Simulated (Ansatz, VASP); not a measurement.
**One calculation of Cu, two programs**

```
Cu
1.0
     2.59718    0.00000    0.00000
    -1.29859    2.24922    0.00000
     0.00000    0.00000    4.25180
Cu
2
Direct
  0.33333 0.66667 0.25000
  0.66667 0.33333 0.75000
```

Alike in both runs: task single point; functional RPBE; k mesh 16 × 16 × 8; occupations fermi-dirac, width 0.1 eV; no spin polarisation.

```csv
,VASP,Ansatz
version,VASP 6.6.1,Ansatz 0.2.0
potentials or method,"VASP PAW PBE potentials, release 64 (Cu)","plane waves (420 eV) with PAW, scalar-relativistic"
plane-wave cutoff (eV),520,420
valence electrons in the cell,22,38
```

|  | VASP | Ansatz | Ansatz less VASP |
| --- | --- | --- | --- |
| pressure (GPa) | 0.5 | 0.0 | -0.51 |

The two sets of potentials don't hold the same shells in valence.

Caveats: the PAW data sets were made with another functional, which shifts forces and pressure a little (VASP).
